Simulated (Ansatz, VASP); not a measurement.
# One calculation of InO5, two programs

```
In O
1.0
     0.00000    3.25233    3.25233
     3.25233    0.00000    3.25233
     3.25233    3.25233    0.00000
In O
1 5
Direct
  0.00000 0.00000 0.00000
  0.37500 0.37500 0.87500
  0.37500 0.87500 0.37500
  0.87500 0.37500 0.37500
  0.37500 0.37500 0.37500
  0.75000 0.75000 0.75000
```

Change from the starting cell: species swapped into the ErCu5 type (F-43m, No. 216).

Alike in both runs: task single point; functional PBE; k mesh 4 × 4 × 4; occupations gaussian, width 0.1 eV; collinear spin.

|  | VASP | Ansatz |
| --- | --- | --- |
| version | VASP 6.6.1 | Ansatz 0.2.0 |
| potentials or method | VASP PAW PBE potentials, release 64 (In_d, O) | scalar-relativistic, plane waves, PAW |
| plane-wave cutoff (eV) | 520 | 420 |
| valence electrons in the cell | 43 | 43 |

Ansatz gave:

| Quantity | Value |
| --- | --- |
| gap on the k mesh at the Fermi level (eV) | none |
| pressure (GPa) | -11.1 |
| rms of the force components (eV/Å) | 0.002 |
| net moment per atom (μB) | 0.88 |
| size of the moment on the site where the two differ most (μB) | 1.34 |

**Question.** Estimate VASP's values.

**Answer.** gap on the k mesh at the Fermi level (eV): none; pressure (GPa): -11.3; rms of the force components (eV/Å): 0.003; net moment per atom (μB): 0.88; size of the moment on the site where the two differ most (μB): 1.14.

Site moments also hang on the region over which each program counts them. A gap of «none» marks a metal or a gap that the smearing closes.

Caveats: the k mesh is coarse (spacing up to 0.42 Å⁻¹), so the values aren't converged.
